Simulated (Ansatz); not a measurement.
**Two Ansatz runs on Sb**

The cell was built from the diamond type and relaxed in the same program, and has space group Fd-3m; it needn't be a known or the stable phase.

First run: DFT, PBE, all-electron LAPW, scalar-relativistic (Ansatz 0.2.0).

Command: `ansatz run input.yaml --threads 1 --pin off --max-ram 2048MiB --backend cpu --events-out ev --progress --plain --runs-dir out` The run took 13 s on 1 thread of Arm Neoverse V2 (shared host).

```yaml
crystal:
  lattice:
    - [0.0, 3.4945307669, 3.4945307669]
    - [3.4945307669, 0.0, 3.4945307669]
    - [3.4945307669, 3.4945307669, 0.0]
  atoms:
    - { symbol: Sb, position: [0.0, 0.0, 0.0] }
    - { symbol: Sb, position: [0.25, 0.25, 0.25] }
kpoints:
  mp_grid: { grid: [10, 10, 10] }
scf:
  occupations: { method: fermi_dirac, width: 0.05 }
hamiltonian:
  xc: pbe
  pseudopotentials:
    kind: all_electron
    lapw: { basis_error: 0.001 }
    dirac_shells: { Sb: ["3p", "3d"] }
output:
  forces: true
  stress: true
  eigenvalues: true
```

Result: converged; pressure 0.03 GPa; no gap on the k mesh; 7 SCF iterations.

Spin–orbit coupling is left out, though it moves levels of the heavy atoms by tenths of an eV or more.

The input is then changed:

```diff
@@ -8,5 +8,5 @@
     - { symbol: Sb, position: [0.25, 0.25, 0.25] }
 kpoints:
-  mp_grid: { grid: [10, 10, 10] }
+  mp_grid: { grid: [7, 7, 7] }
 scf:
   occupations: { method: fermi_dirac, width: 0.05 }
```

(1) Predict the outcome of the changed run.

## Answers

(1) It converged; energy at zero smearing +9.0 meV/atom from the first run; pressure 0.21 GPa; no gap on the k mesh; 7 SCF iterations. Some of these settings are too coarse for converged properties.
